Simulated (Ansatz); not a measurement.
# Au under changes of volume

One of the cells (16.855 Å³/atom); the others are scaled copies at fixed shape and fractional positions:

```xyz
1
Lattice="0.0000 2.0350 2.0350 2.0350 0.0000 2.0350 2.0350 2.0350 0.0000" Properties=species:S:1:pos:R:3 pbc="T T T"
Au    0.0000    0.0000    0.0000
```

```yaml
Program: Ansatz 0.2.0
Functional: LDA
Potentials_or_basis: all-electron LAPW, scalar-relativistic
Cutoff: 249 eV (chosen from the basis error)
Basis_error_allowed: 0.001 eV/atom
k_mesh: 11 × 11 × 11
Occupations: fermi-dirac, width 0.05 eV
Spin: no spin polarisation
```

```csv
volume (Å³/atom),energy over the lowest point (meV/atom),pressure (GPa)
15.843,21.98,10.0
16.181,6.10,5.0
16.518,0.00,0.7
16.855,2.46,-3.1
17.192,?,?
17.529,28.86,-9.3
17.866,51.01,-11.8
```

Question: What does the run at 17.192 Å³/atom give?

Answer: Energy over the lowest point 12.40 meV/atom; pressure -6.4 GPa.

Worked out: A Birch-Murnaghan fit of order 3 (a polynomial in V^(-2/3)) to the other rows has its minimum at 16.58 Å³/atom with B0 = V·E''(V) = 194 GPa and B' = 5.6. It gives 12.39 meV/atom at 17.192 Å³/atom, against the run's 12.40, and -dE/dV = -6.3 GPa, against -6.4.

Energies are extrapolated to zero smearing.
